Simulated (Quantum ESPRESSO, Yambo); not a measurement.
# AgBr (Bromargyrite): G0W0 with Yambo, start to end, part 3 of 3

How does a plane-wave GW calculation on AgBr (Bromargyrite) run from the first input to the gap?

Quantum ESPRESSO 7.5 and Yambo 5.3.0; PBE and many-body steps on it, plane waves. Known limits of the many-body steps: not at the basis limit; d shell near the gap, gap tends to lie low; no spin-orbit coupling; coarse k mesh.

So far. Step 3 (Bands along the symmetry lines): The gap is 0.676 eV, as in the run before at this level. Step 4 (Empty states on the mesh, 4×4×4 mesh, 218 bands): On this mesh the gap is 0.676 eV.

**6. Screening and self-energy, 4×4×4 mesh, 218 bands, screening to 210.9 eV**

Now the one-shot GW correction: screening in the RPA, then the self-energy of the levels asked for.

This step: G0W0 on PBE, plane waves, norm-conserving pseudopotentials.

The input, gw1.in:

```
HF_and_locXC
gw0
dyson
ppa
em1d
rim_cut
RandQpts= 1000000
RandGvec= 1 RL
EXXRLvcs= 76 Ry
VXCRLvcs= 304 Ry
Chimod= "HARTREE"
% BndsRnXp
 1 | 218 |
%
NGsBlkXp= 15.5 Ry
% LongDrXp
 1 | 1 | 1 |
%
% GbndRnge
 1 | 218 |
%
DysSolver= "n"
ExtendOut
PPAPntXp= 27.21138 eV
% QPkrange
 3 | 3 | 17 | 20 |
 1 | 1 | 17 | 20 |
%
```

Run with:

```bash
OMP_NUM_THREADS=1 mpirun -n 4 yambo -F gw1.in -J gw1 -C gw1 > gw1.log
```

The program printed:

```text
 Yambo, version 5.3.0

 [02] CORE Variables Setup
 =========================

  [... cell, symmetries and grids as in the set-up ...]

  [02.05] Energies & Occupations
  ==============================

  [X] === General ===
  [X] Electronic Temperature                        :  0.000000  0.000000 [eV K]
  [X] Bosonic    Temperature                        :  0.000000  0.000000 [eV K]
  [X] Finite Temperature mode                       : no
  [X] El. density                                   :  0.74786E+24 [cm-3]
  [X] Fermi Level                                   :  9.392987 [eV]

  [X] === Gaps and Widths ===
  [X] Conduction Band Min                           :  0.676466 [eV]
  [X] Valence Band Max                              :  0.000000 [eV]
  [X] Filled Bands                                  :  18
  [X] Empty Bands                                   :   19  218
  [X] Direct Gap                                    :  2.544364 [eV]
  [X] Direct Gap localized at k                     :  1
  [X] Indirect Gap                                  :  0.676466 [eV]
  [X] Indirect Gap between kpts                     :  3  1
  [X] Last valence band width                       :  2.238986 [eV]
  [X] 1st conduction band width                     :  4.251732 [eV]

 [03] Transferred momenta grid and indexing
 ==========================================

 IBZ Q-points                                      :   8
 BZ  Q-points                                      :   64

 K/Q-points units:
 rlu = crystal or reduced units; cc = cartesian coordinates; iku = interal k-units

 Q [1]          [rlu]:  0.000000  0.000000  0.000000
 Q [2]          [rlu]:  0.87369E-17  0.87369E-17  0.25000
 Q [3]          [rlu]: -0.17474E-16 -0.17474E-16 -0.50000
 Q [4]          [rlu]: -0.27823E-16  0.25000      0.25000
 Q [5]          [rlu]: -0.58773E-17  0.25000      0.50000
 Q [6]          [rlu]: -0.17474E-16  0.25000     -0.25000
 Q [7]          [rlu]:  0.55646E-16 -0.50000     -0.50000
 Q [8]          [rlu]:  0.250000 -0.500000 -0.250000

 [04] Coloumb potential Random Integration (RIM)
 ===============================================

  [04.01] RIM initialization
  ==========================

  * Diagonal components only detected *

  8 x (sBL volume)        :  0.095449 [a.u.]
  sBZ random points       :  1000000
  Points outside the sBZ  :   7987327
  RL volume               :  0.763589 [a.u.]
  Integrated volume       :  0.764801 [a.u.]

  [04.02] RIM integrals
  =====================

  Gamma point sphere radius             :  0.082897 [a.u.]
  Points outside the sphere             :   799513
  [Int_sBZ(q=0) 1/q^2]*(Vol_sBZ)^(-1/3) =:  7.764325
                                 should be <:  7.795600

  Summary of Coulomb integrals for non-metallic bands |Q|[au] RIM/Bare

  Q [1] 0.100000E-4 0.995988 * Q [2] 0.249326 1.066027
  Q [4] 0.287897 1.065367 * Q [6] 0.407147 1.027704
  Q [5] 0.477423 1.020621 * Q [3] 0.498652 1.018189
  Q [7] 0.575793 1.014680 * Q [8] 0.643756 1.011664

 [05] Dipoles
 ============

  [05.01] Setup: observables and procedures
  =========================================

 [06] Dynamic Dielectric Matrix (PPA)
 ====================================

 [WR./gw1//ndb.pp]---------------------------------------------------------------
  Brillouin Zone Q/K grids (IBZ/BZ)                :    8   64    8   64
  RL vectors                                       :   4477 [WF]
  Coulomb cutoff potential                         : none
  Electronic Temperature                           :  0.000000 [K]
  Bosonic    Temperature                           :  0.000000 [K]
  PPA    diel. fun.  energies                      : Perdew, Burke & Ernzerhof(X)+Perdew, Burke & Ernzerhof(C)
  wavefunctions                                    : Perdew, Burke & Ernzerhof(X)+Perdew, Burke & Ernzerhof(C)
  Global Gauge                                     : length
  X matrix size                                    :   387
  X band range                                     :    1  218
  X e/h energy range                               : -1.000000 -1.000000 [eV]
  X Time ordering                                  : R
  X Hxc Kernel                                     : HARTREE
  X Drude frequency                                :  0.000000  0.000000
  X poles                                          :  100.0000 [o/o]
  RL vectors in the sum                            :   4477
  [r,Vnl] included                                 : yes
  Field direction                                  :  0.577350E-5  0.577350E-5  0.577350E-5
  BZ energy Double Grid                            : no
  BZ energy DbGd points                            : 0
  BZ Q point size factor                           : -1.000000
  X Optical Averaged directions                    : none

 [07] Local Exchange-Correlation + Non-Local Fock
 ================================================

 [VXC] Plane waves :  29123
 [EXS] Plane waves :   3719

 QP @ state[ 1 ] K range:  1  1
 QP @ state[ 1 ] b range:  17  20
 QP @ state[ 2 ] K range:  3  3
 QP @ state[ 2 ] b range:  17  20

 [xc] Functional : Perdew, Burke & Ernzerhof(X)+Perdew, Burke & Ernzerhof(C)
 [xc] LIBXC used to calculate xc functional
  PP Number of Atomic Species                      :  2
  NLCC RL compoments                               :  29123
  PP Number of Atomic Species                      :  2
  NLCC RL compoments                               :  29123

 [xc] E_xc :  -26.50061 [Ha]
      E_xc :  -53.00121 [Ry]

  Local XC kind (lXC) : Perdew, Burke & Ernzerhof(X)+Perdew, Burke & Ernzerhof(C)
  Non-Local XC kind (nlXC) : Hartree-Fock

  Corrections @ K [1] :  [eV]
 <17|nlXC|17> = -19.81458  0.64240E-17 <17|lXC|17> = -14.89958 -0.94408E-16
 <18|nlXC|18> = -19.81459  0.60806E-17 <18|lXC|18> = -14.89958  0.000000
 <19|nlXC|19> = -7.855289  0.69266E-18 <19|lXC|19> = -11.58099  0.000000
 <20|nlXC|20> = -6.470836  0.66528E-19 <20|lXC|20> = -11.58769  0.000000

  Corrections @ K [3] :  [eV]
 <17|nlXC|17> = -26.08885 -0.50181E-18 <17|lXC|17> = -20.90963  0.000000
 <18|nlXC|18> = -26.08887 -0.25514E-16 <18|lXC|18> = -20.90963  0.000000
 <19|nlXC|19> = -5.381687 -0.46963E-18 <19|lXC|19> = -9.309768 -0.17702E-16
 <20|nlXC|20> = -9.470413  0.97307E-18 <20|lXC|20> = -14.51292 -0.47204E-16

 [08] Dyson equation: Newton solver
 ==================================

  [08.01] G0W0 (W PPA)
  ====================

  [  GW  ] Bands range     :    1  218
  [GW/PPA] G damping       :  0.100000 [eV]

  QP @ state[ 1 ] K range:  1  1
  QP @ state[ 1 ] b range:  17  20
  QP @ state[ 2 ] K range:  3  3
  QP @ state[ 2 ] b range:  17  20

   Sc/G bands                                       :    1  218
   Sc/G damping                                     :  0.100000 ev
   Sc bands terminator                              : no
   Sx RL components                                 :   3719

   QP @ state[ 1 ] K range                          :  1  1
   QP @ state[ 1 ] b range                          :  17  20
   QP @ state[ 2 ] K range                          :  3  3
   QP @ state[ 2 ] b range                          :  17  20
   GF energies kind                                 : Perdew, Burke & Ernzerhof(X)+Perdew, Burke & Ernzerhof(C)
   GF WF`s kind                                     : Perdew, Burke & Ernzerhof(X)+Perdew, Burke & Ernzerhof(C)
   Xs energies kind                                 : Perdew, Burke & Ernzerhof(X)+Perdew, Burke & Ernzerhof(C)
   Xs WF`s kind                                     : Perdew, Burke & Ernzerhof(X)+Perdew, Burke & Ernzerhof(C)

 [11] Game Over & Game summary
```

Wall time 7.7 min (4 MPI ranks of Intel Xeon 6975P-C (Granite Rapids), shared host); peak memory 1.9 GiB.

Numbers from this step:

| Item | Value |
| --- | --- |
| G0W0 gap on the points computed | 2.093 eV |
| starting gap on the mesh | 0.6765 eV |
| k of the valence top | 0, 0, -0.5 |
| k of the conduction bottom | 0, 0, 0 |
| least direct G0W0 gap on the computed points | 4.463 eV |
| Z at the valence top | 0.8014 |
| Z at the conduction bottom | 0.8277 |

The gap on the mesh goes from 0.68 eV to 2.09 eV, a correction of +1.42 eV.

Limits: finite bands, cutoff and mesh; d shell near the gap, gap tends to lie low; no spin-orbit coupling; coarse k mesh. v1 is the top filled band, c1 the lowest empty one. Levels before and after the correction, in eV, zero at the valence-band top of each column:

```tsv
	conduction bottom	valence top
Kohn-Sham	0.68	0.00
G0W0	2.09	0.00
```

```tsv
	level	energy (eV)
Kohn-Sham	Γ v2-v1	-1.868
Kohn-Sham	Γ c1	0.676
Kohn-Sham	Γ c2	9.933
Kohn-Sham	(0 0 -0.5) v2-v1	0.000
Kohn-Sham	(0 0 -0.5) c1	3.790
Kohn-Sham	(0 0 -0.5) c2	6.489
G0W0	Γ v2-v1	-2.370
G0W0	Γ c1	2.093
G0W0	Γ c2	11.921
G0W0	(0 0 -0.5) v2-v1	0.000
G0W0	(0 0 -0.5) c1	5.218
G0W0	(0 0 -0.5) c2	7.981
```

**7. Where the time went**

Times are wall times on the hardware named with each run, good to a factor of about two.

```tsv
step	time	share	memory (GiB)
ground state	9 s	2 %	0.29
bands along the symmetry lines	6.5 s	1 %	0.26
empty states on the mesh	17 s	3 %	0.51
conversion and set-up	2.8 s	1 %	0.25
screening and self-energy	7.7 min	93 %	1.9
```

**8. What came out**

* PBE gap: 0.68 eV, indirect
* G0W0 gap on the mesh: 2.09 eV
* GW settings: 4×4×4 mesh, 218 bands, screening to 210.9 eV, Godby-Needs plasmon pole
* known limits: not at the basis limit; d shell near the gap, gap tends to lie low; no spin-orbit coupling; coarse k mesh

What this shows: G0W0 moves the gap on the mesh from 0.68 eV to 2.09 eV (+1.42 eV), with Z of 0.80 and 0.83 at the edges. Only 2 of the mesh's irreducible points were corrected, so a valley elsewhere could overtake. The dearest step here is «screening and self-energy». Bands and cutoff are finite, so the gap is not at the basis limit. The miss can reach some tenths of an eV and take either sign; the mesh is an error of its own. In the G0W0 run levels were corrected at 2 k points alone, so a gap called «on the mesh» is the least over those, and an edge elsewhere would be missed. The 4×4×4 mesh is coarse for this cell, which bears on the long-range parts of exchange and screening. A d shell, filled or nearly so, lies near the gap. One-shot GW converges very slowly in bands there, not always from below, and on a semilocal start the gap tends to come out low; starts rich in exact exchange can overshoot instead. The many-body steps are scalar-relativistic: spin-orbit coupling is not in them.

[Paths, hosts, dates, memory and timing lines, banners, echoed tables and standing remarks are left out of the program output.]

[Logs are printed without paths, hosts, clocks, repeated set-up lines and the standing remarks that a program may print on its own settings, such as how far it seeks lower states.]

[Runs of the session that timed out or met a known fault of the program may be left out.]

[Hosts, paths, dates, database ids (printed as entryN), source tags and the programs' standing remarks are cut or masked in the printed files.]
